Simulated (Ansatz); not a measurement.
# Be: the cost of one run

Computed with Ansatz 0.2.0 (DFT PBE, scalar-relativistic, unless a step's input says otherwise).

## (1) Starting point

The structure is tetragonal, space group P4_2/mnm (No. 136). Conventional cell: a = 3.747 Å, b = 3.747 Å, c = 2.281 Å, α = 90.00°, β = 90.00°, γ = 90.00°. Be (site symmetry m2m) has 11 Be at 2.15 to 2.28 Å as nearest neighbours.

As a file:

```
CELL_PARAMETERS angstrom
3.74681 0.00000 0.00000
0.00000 3.74681 0.00000
0.00000 0.00000 2.28128
ATOMIC_POSITIONS crystal
Be 0.29741 0.29741 0.00000
Be 0.70259 0.70259 0.00000
Be 0.20259 0.79741 0.50000
Be 0.79741 0.20259 0.50000
```

Atoms are numbered in the order of the input: Be1, Be2, Be3, Be4.

## (2) After the deformation

Space group P4_2/mnm before, P4_2/mnm after.

## (3) LAPW, all electrons

Contents of input.yaml:

```yaml
crystal:
  lattice:
    - [3.746814, 0.0, 0.0]
    - [0.0, 3.746814, 0.0]
    - [0.0, 0.0, 2.2584672]
  atoms:
    - { symbol: Be, position: [0.297408, 0.297408, 0.0] }
    - { symbol: Be, position: [0.702592, 0.702592, 0.0] }
    - { symbol: Be, position: [0.202592, 0.797408, 0.5] }
    - { symbol: Be, position: [0.797408, 0.202592, 0.5] }
kpoints:
  mp_grid: { grid: [9, 9, 14] }
  band_path:
    path:
      - [0.0, 0.0, 0.0]
      - [0.0, 0.5, 0.0]
      - [0.5, 0.5, 0.0]
      - [0.0, 0.0, 0.0]
      - [0.0, 0.0, 0.5]
      - [0.0, 0.5, 0.5]
      - [0.5, 0.5, 0.5]
      - [0.0, 0.0, 0.5]
      - [0.0, 0.5, 0.0]
    npoints: 5
scf:
  occupations: { method: fermi_dirac, width: 0.05 }
hamiltonian:
  xc: pbe
  pseudopotentials: { kind: all_electron, lapw: { basis_error: 0.001 } }
output:
  forces: true
  stress: true
  eigenvalues: true
```

The run is started by

```
ansatz run input.yaml --threads 1 --pin off --max-ram 6144MiB --backend cpu --events-out ev --progress --plain --runs-dir out
```

What time and memory should one allow on 1 thread of Intel Xeon Platinum 8375C at 2.90GHz (Ice Lake), shared host?

About 6.6 s, with a peak of 0.3 GiB.
